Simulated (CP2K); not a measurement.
Crystal: Bi.

```
CELL_PARAMETERS angstrom
3.43194 0.00000 0.00000
-1.14398 3.23566 0.00000
-1.14398 -1.61783 2.80217
ATOMIC_POSITIONS crystal
Bi 0.00000 0.00000 0.00000
```

This isn't the form of Bi at room conditions, which is rhombohedral.

Base run:

| Quantity | Value |
| --- | --- |
| Program | CP2K 2026.2 |
| Functional | PBEsol |
| Dispersion | D4 |
| Potentials or basis | POTENTIAL_UZH Bi GTH-PBE-q5; TZVP-MOLOPT-PBE-GTH basis |
| Density cutoff | 6123 eV |
| k mesh | 9 × 9 × 9 |
| Occupations | fermi-dirac, width 0.05 eV |
| Spin | no spin polarisation |

Its results: band gap on the k mesh none (metal or under the smearing width); pressure -1.2 GPa.

Task: The run is repeated on the same cell with these changes: dispersion from D4 to D3(BJ)+ATM. What comes out?

Result: Band gap on the k mesh none (metal or under the smearing width); pressure -2.3 GPa.

Caveats: the potentials were made for another functional, which shifts forces and pressure; spin-orbit coupling is left out, which moves the levels of the heavy elements; the basis of atomic orbitals isn't converged, which shifts pressures, moduli and gaps; pairwise dispersion overbinds metals, which lowers pressure and volume.
